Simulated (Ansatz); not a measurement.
**LiF: one input, then a changed one**

The cell is COD entry 1010990, as deposited and not checked against the literature; nothing was relaxed.

First run: DFT, LDA, all-electron LAPW, scalar-relativistic (Ansatz 0.2.0).

Command: `ansatz run input.yaml --threads 1 --pin off --max-ram 2048MiB --backend cpu --events-out ev --progress --plain --runs-dir out` The run took 1.3 s on 1 thread of AMD EPYC 9R45 96-Core Processor (Zen 5) (shared host), peak memory 0.28 GiB.

```yaml
crystal:
  lattice:
    - [0.0, 2.014, 2.014]
    - [2.014, 0.0, 2.014]
    - [2.014, 2.014, 0.0]
  atoms:
    - { symbol: Li, position: [0.0, 0.0, 0.0] }
    - { symbol: F, position: [0.5, 0.5, 0.5] }
kpoints:
  mp_grid: { grid: [10, 10, 10] }
  band_path:
    path:
      - [0.0, 0.0, 0.0]
      - [0.5, 0.0, 0.5]
      - [0.625, 0.25, 0.625]
      - [0.375, 0.375, 0.75]
      - [0.0, 0.0, 0.0]
      - [0.5, 0.5, 0.5]
      - [0.5, 0.25, 0.75]
      - [0.5, 0.0, 0.5]
    npoints: 5
scf:
  occupations: { method: fermi_dirac, width: 0.03 }
hamiltonian:
  xc: lda
  pseudopotentials: { kind: all_electron, lapw: { basis_error: 0.001 } }
output:
  forces: true
  stress: true
  eigenvalues: true
```

Result: converged; pressure -6.39 GPa; gap on the k mesh 8.82 eV; 6 SCF iterations.

The input is then changed:

```diff
@@ -22,4 +22,5 @@
 scf:
   occupations: { method: fermi_dirac, width: 0.03 }
+  mixing: { preconditioner: local_kerker }
 hamiltonian:
   xc: lda
```

Task: Predict the outcome of the changed run.

Result: It converged; energy at zero smearing 0.0 meV/atom from the first run; pressure -6.38 GPa; gap on the k mesh 8.82 eV; 7 SCF iterations.

The results part of its log:

```
SCF 1 converged in 7 iterations: F = -2909.144149 eV  dr2 = 2.27e-8
NSCF: frozen V_eff on 36 k-points
SCF converged after 7 iterations
Free energy (F): -2909.144149 eV
Harris-Foulkes:  -2909.144149 eV  (|F-HF|=3.41e-9)
Internal energy: -2909.144149 eV  (E = F + TS)
E sigma→0 (E₀):  -2909.144149 eV
Fermi energy:    4.925773 eV
--- Per-component energies (eV) ---
  E_band       = -120.096507
  E_kinetic    = 2897.426959
  E_xc         = -317.250185
  E_electrostatic = -5489.320922  (all electrons and nuclei)
  E_smearing   = -0.000000  (= −TS)
  E_closure    = 0.000000  (closes the sum)
  E_atoms      = -2898.672788  (free atoms, spherical and without spin; not in F)
  Σ components = -2909.144149   (vs F -2909.144149, Δ=0.00e0)
  Basis errors (estimates in eV, not in F): energy 2.7e-4 per atom: plane waves 2.6e-4 (1.4e-4 summed), levels above the bands 2.2e-223, relativity 2.9e-9, radial functions 6.4e-6, core shells 1.6e-8; eigenvalues (radial functions only) 1.7e-5; not estimated: angular momenta, meshes, grids; target (lapw.basis_error) 1.0e-3; muffin-tin radii Li 0.887 Å, F 1.127 Å
--- Forces (eV/Å), atoms counted from 1 ---
  atom   1  Li     0.00000000    -0.00000000    -0.00000000
  atom   2  F     -0.00000000     0.00000000    -0.00000000
  max |Σ_I F_I| component: 1.14e-29 eV/Å
--- Stress (GPa, compression-positive) ---
       -6.384832      -0.000000      -0.000000
       -0.000000      -6.384832       0.000000
       -0.000000       0.000000      -6.384832
  P = ⅓ Tr σ = -6.3848 GPa (-63.848 kbar)
--- Band table (eV; the first three rows and the last of 47) ---
  k-point 0: bands = ["-39.2627", "-19.1158", "0.4650", "0.4650", "0.4650", "9.2855", "23.9299", "23.9299", "23.9299"]
  k-point 1: bands = ["-39.2562", "-19.0765", "0.1699", "0.4416", "0.4416", "9.5729", "21.3099", "22.7095", "22.7095"]
  k-point 2: bands = ["-39.2390", "-18.9708", "-0.5356", "0.3818", "0.3818", "10.2039", "18.8578", "21.2203", "21.2203"]
  k-point 46: bands = ["-39.1752", "-18.4147", "-1.9946", "-1.3575", "-0.3664", "14.9995", "15.3086", "17.4967", "19.4574"]
```
